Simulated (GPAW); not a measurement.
GaN, 2 atoms in the cell. Symmetry: F-43m, No. 216, cubic system. The conventional cell has a = 4.507 Å, b = 4.507 Å, c = 4.507 Å, α = 90.00°, β = 90.00°, γ = 90.00°. Ga (site symmetry -43m) has 4 N at 1.95 Å as nearest neighbours. N (site symmetry -43m) has 4 Ga at 1.95 Å as nearest neighbours. The cell is a database's computed one.

| Quantity | Value |
| --- | --- |
| Program | GPAW 26.7.0 |
| Task | equation of state |
| Functional | PBEsol |
| Potentials or basis | PAW data sets generated in the run's folder for this functional |
| Cutoff | 800 eV |
| Basis | pw |
| k mesh | 10 × 10 × 10 |
| Occupations | fermi-dirac, width 0.05 eV |
| Spin | no spin polarisation |
| Maxiter | 150 |
| Eos scales | [0.94, 0.96, 0.98, 1.0, 1.02, 1.04, 1.06] |

Potentials or basis: PAW data sets generated in the run's folder for this functional, pw.

The run is started by

```sh
$ gpaw-setup -f PBEsol Ga N
$ OMP_NUM_THREADS=1 python run.py
```

Hardware: 1 thread of Intel(R) Xeon(R) Processor @ 2.50GHz (Skylake/Cascade Lake), with other jobs on the host.

Question: Estimate the wall time of this run.

Answer: Run time: 3.4 min on 1 thread of Intel(R) Xeon(R) Processor @ 2.50GHz (Skylake/Cascade Lake) (shared host), peak memory 0.24 GiB. Counts: scf iterations 64, plane waves 1117, bands 11, k points 47.
